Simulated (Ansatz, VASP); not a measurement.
# One calculation of GaAs, 11 ways

The starting cell:

```
CELL_PARAMETERS angstrom
0.00000 2.82685 2.82685
2.82685 0.00000 2.82685
2.82685 2.82685 0.00000
ATOMIC_POSITIONS crystal
As 0.75000 0.75000 0.75000
Ga 0.00000 0.00000 0.00000
```

Alike in all runs: task relaxation of cell and atoms; functional PBE; k mesh 8 × 8 × 8; occupations fermi-dirac, width 0.05 eV; no spin polarisation; no spin-orbit coupling.

```tsv
program and potentials	plane-wave cutoff (eV)	notes	equilibrium volume (Å³/atom)
VASP, PBE PAW files As_GW, Ga_d_GW, 630 eV	630	9 valence electrons an atom on average	23.65
VASP, PBE PAW files As, Ga_d, release 54, 900 eV	900	9 valence electrons an atom on average	23.81
VASP, PBE PAW files As_GW, Ga_d_GW, 900 eV	900	9 valence electrons an atom on average	23.75
VASP, PBE PAW files As_GW, Ga_d_GW, 680 eV	680	9 valence electrons an atom on average	23.72
VASP, PBE PAW files As, Ga_d, release 54, 600 eV	600	9 valence electrons an atom on average	23.83
VASP, PBE PAW files As, Ga, 580 eV	580	4 valence electrons an atom on average	23.91
Ansatz, all-electron LAPW, scalar-relativistic	-	-	23.71
VASP, PBE PAW files As, Ga_h, 900 eV	900	9 valence electrons an atom on average	23.75
VASP, PBE PAW files As, Ga, release 54, 900 eV	900	4 valence electrons an atom on average	23.91
VASP, PBE PAW files As, Ga_d, 600 eV	600	9 valence electrons an atom on average	23.77
VASP, PBE PAW files As, Ga_h, 980 eV	980	9 valence electrons an atom on average	23.76
```

The equilibrium volume spans 23.65 (VASP, PBE PAW files As_GW, Ga_d_GW, 630 eV) to 23.91 Å³/atom (VASP, PBE PAW files As, Ga, release 54, 900 eV), with all-electron results at 23.71. Relaxations stop with a little pressure left, so the last digit of a volume isn't settled.

The functional is the same throughout but for its coding, so the spread measures potentials, basis and numerics; runs on potential files found faulty are left out.
